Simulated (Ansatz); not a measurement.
A run of Ansatz 0.2.0:

input.yaml

```yaml
crystal:
  lattice:
    - [0.0, 2.2309770072, 2.2309770072]
    - [2.2309770072, 0.0, 2.2309770072]
    - [2.2309770072, 2.2309770072, 0.0]
  atoms:
    - { symbol: Li, position: [0.0, 0.0, 0.0] }
hamiltonian:
  xc: r2scan
  pseudopotentials: { kind: paw, source: jth }
  dispersion: rvv10
kpoints:
  mp_grid: { grid: [10, 10, 10] }
scf:
  occupations: { method: fermi_dirac, width: 0.025 }
output:
  forces: true
  stress: true
  write_density: true
  write_potential: true
  elf: true
  volumetric_format: npy
relax:
  f_tol: 0.01
  max_steps: 40
  cell: { stress_tol: 0.05 }
```

Potentials or basis: JTH PAW.

Launch:

```console
$ ansatz run input.yaml --threads 1 --pin off --max-ram 2560MiB --backend cpu --events-out ev --progress --plain --runs-dir out
```

Hardware: 1 thread of AMD EPYC 9R45 96-Core Processor (Zen 5) (shared host).

Problem. How long does it take, and how much memory?

Solution. Run time: 13 s on 1 thread of AMD EPYC 9R45 96-Core Processor (Zen 5), on a shared host, peak memory 0.63 GiB. Counts: scf iterations 19, plane waves 1917, k points 47, bands 6, ion steps 4.
